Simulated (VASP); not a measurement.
Wanted: the native input for a VASP 6.6.1 run.

```yaml
Task: RPA correlation energy
Functional: PBE
Potentials_or_basis: VASP PAW PBE potentials, release 64 (Si_GW)
Cutoff: 350 eV
k_mesh: 6 × 6 × 5
Occupations: gaussian, width 0.05 eV
Spin: no spin polarisation
Cutoff_of_the_response_function: 200
Frequency_points: 12
Further_INCAR_settings: ALGO = ACFDT; EDIFF = 1e-08; NBANDS = 214
```

Si:

```
Si
1.0
     2.58513    0.00000    0.00000
    -1.29256    2.23878    0.00000
     0.00000    0.00000    2.43302
Si
1
Direct
  0.00000 0.00000 0.00000
```

This isn't the form of Si at room conditions, which is diamond.

The cell isn't the ideal one: volume scaled by 0.96.

One way to write it, as run:

POSCAR

```
Si
1.0
    2.5851257326      0.0000000000      0.0000000000
   -1.2925628663      2.2387845564      0.0000000000
    0.0000000000      0.0000000000      2.4330211905
Si
1
Direct
    0.0000000000      0.0000000000      0.0000000000
```

INCAR.step1

```
PREC = Accurate
ENCUT = 350
EDIFF = 1E-8
ISMEAR = 0
SIGMA = 0.05
LREAL = False
LASPH = True
NELM = 60
ALGO = Normal
LWAVE = True
LCHARG = False
GGA = PE
```

INCAR.step2

```
PREC = Accurate
ENCUT = 350
EDIFF = 1E-8
ISMEAR = 0
SIGMA = 0.05
LREAL = False
LASPH = True
NELM = 1
ALGO = EIGENVAL
LWAVE = False
LCHARG = False
GGA = PE
LHFCALC = True
AEXX = 1.0
ALDAC = 0.0
AGGAC = 0.0
ISTART = 1
PRECFOCK = Fast
```

INCAR.step3

```
PREC = Accurate
ENCUT = 350
EDIFF = 1E-8
ISMEAR = 0
SIGMA = 0.05
LREAL = False
LASPH = True
NELM = 1
ALGO = Exact
LWAVE = True
LCHARG = False
GGA = PE
NBANDS = 214
LOPTICS = True
ISTART = 1
```

INCAR.step4

```
PREC = Accurate
ENCUT = 350
EDIFF = 1E-8
ISMEAR = 0
SIGMA = 0.05
LREAL = False
LASPH = True
NELM = 60
ALGO = ACFDT
LWAVE = False
LCHARG = False
GGA = PE
NBANDS = 214
ENCUTGW = 200
NOMEGA = 12
ISTART = 1
PRECFOCK = Fast
```

KPOINTS

```
Automatic mesh
0
Gamma
  6 6 5
```

Potentials or basis: VASP PAW PBE potentials, release 64 (Si_GW).

The run is started by

```sh
$ cat potpaw_PBE.64/Si_GW/POTCAR > POTCAR
$ cp INCAR.step1 INCAR
$ mpirun -np 1 vasp_std > vasp.out
$ cp INCAR.step2 INCAR
$ mpirun -np 1 vasp_std > vasp.out
$ cp INCAR.step3 INCAR
$ mpirun -np 1 vasp_std > vasp.out
$ cp INCAR.step4 INCAR
$ mpirun -np 1 vasp_std > vasp.out
```

Results of the run:

- Band gap on the k mesh, mean-field level: none (metal or under the smearing width)
- RPA correlation energy: -7.039 eV/atom
- RPA total energy per cell: -14.763 eV
- RPA correlation energy per cell: -7.039 eV

Caveat: the k mesh is coarse (spacing up to 0.52 Å⁻¹), so the values aren't converged; the ground state has no gap, which makes the many-body step unreliable.

It took 55 s on 1 thread of Intel(R) Xeon(R) 6975P-C (Granite Rapids), on a shared host, peak memory 0.26 GiB.
